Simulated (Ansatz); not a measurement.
The system is MgTe.

```
Te Mg
1.0
     0.00000    3.23200    3.23200
     3.23200    0.00000    3.23200
     3.23200    3.23200    0.00000
Te Mg
1 1
Direct
  0.25000 0.25000 0.25000
  0.00000 0.00000 0.00000
```

The cell comes from a database or a generator and needn't be the stable form of this composition.

```yaml
Program: Ansatz 0.2.0
Task: single point
Functional: PBE
Potentials_or_basis: all-electron LAPW, scalar-relativistic
Cutoff: 199 eV (chosen from the basis error)
Basis_error_allowed: 0.001 eV/atom
k_mesh: 7 × 7 × 7
Occupations: fermi-dirac, width 0.05 eV
Spin: no spin polarisation
```

On this cell: pressure 0.7 GPa; largest force zero by symmetry; band gap on the k mesh 2.42 eV, direct.

The same run follows on a disturbed copy (atoms moved at random, drawn with an rms of 0.05 Å):

```
Te Mg
1.0
     0.00000    3.23200    3.23200
     3.23200    0.00000    3.23200
     3.23200    3.23200    0.00000
Te Mg
1 1
Cartesian
  1.5669 1.6006 1.6141
  -0.0475 0.0194 -0.0146
```

Problem. What does the disturbed cell give?

Solution. The energy moves by +1.4 meV/atom; pressure 0.8 GPa; largest force 0.156 eV/Å; band gap on the k mesh 2.37 eV, direct.

Forces on the atoms (eV/Å):
```
Te   0.001  0.146 -0.053
Mg  -0.001 -0.146  0.053
```

Stress tensor (GPa, compression positive):
```
 0.76 -0.16  0.43
-0.16  0.75  0.01
 0.43  0.01  0.76
```

Caveats: spin-orbit coupling is left out, which moves the levels of the heavy elements.

